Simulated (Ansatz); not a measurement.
SnSe: one atom moved along a line

Computed with DFT r2SCAN, scalar-relativistic, plane waves, PAW in Ansatz. The runs took a 500 eV cutoff, a Γ-centred 4×8×6 mesh and Gaussian smearing (0.05 eV). No spin polarisation. Energies are free energies at this smearing, counted from the undisturbed cell; pressure is positive in compression.

Zero of the scan (relaxed at this level):

```
Sn Se
1.0
    11.67937    0.00000    0.00000
     0.00000    4.12631    0.00000
     0.00000    0.00000    4.69273
Sn Se
4 4
Direct
  0.12007 0.25000 0.12405
  0.87993 0.75000 0.87595
  0.37993 0.75000 0.62405
  0.62007 0.25000 0.37595
  0.85213 0.25000 0.48813
  0.14787 0.75000 0.51187
  0.64787 0.75000 0.98813
  0.35213 0.25000 0.01187
```

Atom 1 (Sn) is moved by x along the Cartesian unit vector (0.982, 0.000, -0.191); the cell and all other atoms stay fixed.

| x (Å) | ΔE (meV/cell) | force along x on the moved atoms (eV/Å) | pressure (GPa) | gap on the mesh (eV) |
| --- | --- | --- | --- | --- |
| -0.6000 | 447.1 | 1.22 | -0.8 | 0.41 |
| -0.2000 | 71.2 | 0.63 | -0.5 | 0.93 |
| 0.0000 | 0.0 | 0.00 | 0.0 | 1.06 |
| 0.4000 | 627.9 | -4.08 | 2.3 | 0.89 |

Cost: 4 runs of about 11 core-minutes in all, on Oxide Virtual Turin-like Processor (Zen 5) (shared hosts).